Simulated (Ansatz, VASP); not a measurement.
**WC (Qusongite) in VASP and in Ansatz**

POSCAR

```
WC
1.0
    2.9635046684      0.0000000000      0.0000000000
   -1.4817523342      2.5664703270      0.0000000000
    0.0000000000      0.0000000000      2.8922337321
W C
1 1
Direct
    0.0000000000      0.0000000000      0.0000000000
    0.6666666667      0.3333333333      0.5000000000
```

File INCAR.step1:

```
  PREC = Accurate
  ENCUT = 520
  ISMEAR = -1
  SIGMA = 0.05
  LREAL = F
  LASPH = T
  NELM = 60
  NBANDS = 16
  GGA = PE
  ALGO = Normal
  EDIFF = 1E-4
  LWAVE = T
  LCHARG = F
```

File INCAR.step2:

```
  PREC = Accurate
  ENCUT = 520
  EDIFF = 1E-7
  ISMEAR = -1
  SIGMA = 0.05
  LREAL = F
  LASPH = T
  NELM = 60
  ALGO = Normal
  ISIF = 2
  LWAVE = F
  LCHARG = F
  METAGGA = R2SCAN
  LMIXTAU = T
  NBANDS = 16
  ISTART = 1
```

Contents of KPOINTS:

```
regular mesh
0
Gamma
  10 10 9
```

input.yaml

```yaml
crystal:
  lattice:
    - [2.9635046684, 0.0, 0.0]
    - [-1.4817523342, 2.566470327, 0.0]
    - [0.0, 0.0, 2.8922337321]
  atoms:
    - { symbol: W, position: [0.0, 0.0, 0.0] }
    - { symbol: C, position: [0.6666666667, 0.3333333333, 0.5] }
hamiltonian:
  xc: r2scan
  pseudopotentials: { kind: paw }
kpoints:
  mp_grid: { grid: [10, 10, 9] }
scf:
  occupations: { method: fermi_dirac, width: 0.05 }
output:
  forces: true
  stress: true
  eigenvalues: true
  write_density: true
  write_potential: true
  elf: true
  volumetric_format: npy
```

Alike in both runs: task single point; functional r2SCAN; k mesh 10 × 10 × 9; occupations fermi-dirac, width 0.05 eV; no spin polarisation.

```csv
,VASP,Ansatz
version,VASP 6.6.1,Ansatz 0.2.0
potentials or method,"VASP PAW PBE potentials, release 64 (W_sv, C)",Ansatz PAW
plane-wave cutoff (eV),520,500
valence electrons in the cell,18,18
```

```tsv
	VASP	Ansatz	Ansatz less VASP
gap on the k mesh at the Fermi level (eV)	none	none	-
pressure (GPa)	-18.3	-19.8	-1.52
largest component of the traceless stress (GPa)	3.26	3.43	+0.173
```

A gap of «none» marks a metal or a gap that the smearing closes. The functional is the same, so the differences come from potentials, cutoffs and numerics.

Caveats: so large a pressure means that the cell lies far from this level's equilibrium, or that cutoff or potentials fall short (VASP); the potentials were made for another functional, which shifts forces and pressure (VASP); the PAW data sets come from PBE, with cores solved anew for the run's functional, which leaves a small shift of forces and pressure (Ansatz). Spin-orbit coupling is left out, which matters for the levels of W.
